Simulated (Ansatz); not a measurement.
CH2O on the (001) surface of Zr, space group P6_3/mmc (No. 194) (top face towards +c; held atoms: 1, 2, 3, 4, 5, 6, 7, 8), one molecule per 35.2 Å². Starting structure (upright, lowest atom H over a hollow Zr-Zr-Zr site; the molecule's atoms stand last):

```
CELL_PARAMETERS angstrom
6.37101 0.00000 0.00000
-3.18550 5.51746 0.00000
0.00000 0.00000 27.42683
ATOMIC_POSITIONS crystal
Zr 0.33333 0.16667 0.29169
Zr 0.33333 0.66667 0.29169
Zr 0.83333 0.16667 0.29169
Zr 0.83333 0.66667 0.29169
Zr 0.16667 0.33333 0.38484
Zr 0.16667 0.83333 0.38484
Zr 0.66667 0.33333 0.38484
Zr 0.66667 0.83333 0.38484
Zr 0.33333 0.16667 0.48089
Zr 0.33333 0.66667 0.48089
Zr 0.83333 0.16667 0.48089
Zr 0.83333 0.66667 0.48089
Zr 0.16667 0.33333 0.56989
Zr 0.16667 0.83333 0.56989
Zr 0.66667 0.33333 0.56989
Zr 0.66667 0.83333 0.56989
C 0.19382 0.68136 0.68446
O 0.19382 0.68136 0.72892
H 0.05432 0.69605 0.66469
H 0.33333 0.66667 0.66469
```

The calculation used DFT PBE+D3(BJ), scalar-relativistic, plane waves, PAW (Ansatz). Cutoff 420 eV; k points 4×4×1 on the computed 20-atom cell (Γ-centred); Gaussian smearing, width 0.10 eV; no spin polarisation. The cell repeats along c with a dipole correction in the vacuum.

E_ads is per molecule, from the clean relaxed slab and the free relaxed molecule; negative means bound; no zero-point or thermal terms, forces under 0.04 eV/Å, and the free molecule is spin-polarised where open-shell. Heights count from the highest slab atom.

Q: What does it relax to?

A: E_ads = -4.30 eV; the molecule splits into CO + H + H. Final structure after 51 steps:

```
CELL_PARAMETERS angstrom
6.37101 0.00000 0.00000
-3.18550 5.51746 0.00000
0.00000 0.00000 27.42683
ATOMIC_POSITIONS crystal
Zr 0.33333 0.16667 0.29169
Zr 0.33333 0.66667 0.29169
Zr 0.83333 0.16667 0.29169
Zr 0.83333 0.66667 0.29169
Zr 0.16667 0.33333 0.38484
Zr 0.16667 0.83333 0.38484
Zr 0.66667 0.33333 0.38484
Zr 0.66667 0.83333 0.38484
Zr 0.33740 0.15807 0.48306
Zr 0.32707 0.66603 0.47991
Zr 0.84729 0.18004 0.47978
Zr 0.83010 0.65586 0.47718
Zr 0.19379 0.33771 0.57353
Zr 0.15359 0.82042 0.57767
Zr 0.65780 0.30441 0.57798
Zr 0.67214 0.84077 0.56582
C 0.81972 0.66160 0.61339
O 0.57446 0.55730 0.62135
H 0.30300 0.13617 0.61296
H 0.50382 0.96162 0.61072
```

Each end is the local minimum that its start leads to. The pieces were run without spin polarisation.